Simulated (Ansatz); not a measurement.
Input:

```
CELL_PARAMETERS angstrom
      4.14031     0.00000     0.00000
      0.00000     4.03100     0.00000
      0.00000     0.00000     4.14031
ATOMIC_POSITIONS crystal
  Cs 0.00000 0.00000 0.00000
  Cl 0.50000 0.50000 0.50000
```

No spin polarisation.

Calculations: DFT with r2SCAN, PAW potentials and a 500 eV plane-wave cutoff in Ansatz (a quantum-chemistry and plane-wave program), no spin-orbit coupling. k-mesh 8×8×8 (Γ-centred); smearing 0.05 eV (Fermi–Dirac).

Problem. Predict the electron mass, valence-band top at Γ and band gap.

Solution. 
- Electron mass = 1.2 mₑ along y, 0.43 mₑ across (at Γ)
- Valence-band top at Γ (three highest levels, from the VBM) = 0.00, -0.09, -0.09 eV
- Band gap = 5.79 eV

The cells carry an imposed strain or load. Masses are band curvatures over ±0.01 Å⁻¹ around the edge. Stability against distortions was not tested. The cell was made from CsCl in the CsCl type structure (space group Pm-3m, No. 221) by this change: uniaxial strain ε_yy = −2.64 %.
